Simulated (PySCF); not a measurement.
## Nb in PySCF: the effect of functional

The system is Nb.

```
CELL_PARAMETERS angstrom
-1.66395 1.66395 1.66395
1.66395 -1.66395 1.66395
1.66395 1.66395 -1.66395
ATOMIC_POSITIONS crystal
Nb 0.00000 0.00000 0.00000
```

Alike in all runs:

- Program: PySCF 2.14.0
- Task: equation of state
- Potentials or basis: DZVP-MOLOPT-SR/GTH-PBE (potentials made for PBE)
- k mesh: 4 × 4 × 4
- Occupations: fermi-dirac, width 0.05 eV
- Spin: no spin polarisation

```csv
functional,V0 of scaled cells (Å³/atom),B0 (GPa)
LDA,17.70,209
PBEsol,17.96,200
PBE,?,?
```

**Question.** What does the run with functional PBE give?

**Answer.** V0 of scaled cells 18.45 Å³/atom; B0 187 GPa.

Caveats: all runs use coarse meshes; the basis of atomic orbitals isn't converged, which shifts pressures, moduli and gaps; the potentials were made for another functional, which shifts forces and pressure (some runs).
